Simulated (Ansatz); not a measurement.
Crystal: MnAs.

```
CELL_PARAMETERS angstrom
3.71000 0.00000 0.00000
-1.85500 3.21295 0.00000
0.00000 0.00000 5.69100
ATOMIC_POSITIONS crystal
As 0.66667 0.33333 0.75000
As 0.33333 0.66667 0.25000
Mn 0.00000 0.00000 0.50000
Mn 0.00000 0.00000 0.00000
```

* Program: Ansatz 0.2.0
* Task: relaxation of cell and atoms
* Functional: RPBE
* Potentials or basis: Ansatz PAW
* Cutoff: 420 eV (not typed: the program's choice for these potentials)
* k mesh: 8 × 8 × 5
* Occupations: fermi-dirac, width 0.05 eV
* Spin: collinear spin, ferromagnetic start
* Starting moments: [0.0, 0.0, 4.0, 4.0] μB

At the start: volume 16.96 Å³/atom.

Q: Where does the relaxation end?

A: It ends after 4 steps and the volume is 16.97 Å³/atom (+0.1 %); space group P6_3/mmc (No. 194, to 0.05 Å); moment 6.36 μB per cell.

Step by step:
```
step  energy change (eV)  largest force (eV/Å)  volume (Å³)
   1              0.0000                0.0000        67.84
   2             -0.0096                0.0000        67.89
   3             -0.0097                0.0000        67.89
   4             -0.0097                0.0000        67.89
```

Final structure:
```xyz
4
Lattice="3.7469 0.0000 0.0000 -1.8735 3.2449 0.0000 0.0000 0.0000 5.5833" Properties=species:S:1:pos:R:3 pbc="T T T"
As    1.8735    1.0816    4.1875
As    0.0000    2.1633    1.3958
Mn    0.0000    0.0000    2.7917
Mn    0.0000    0.0000    0.0000
```

Caveat: the plane-wave basis is chosen anew once the cell has moved, so the energies of steps on either side of that aren't comparable; only a ferromagnetic start was run, and an antiferromagnetic order may lie lower in energy; the PAW data sets come from PBE, with cores solved anew for the run's functional, which leaves a small shift of forces and pressure.
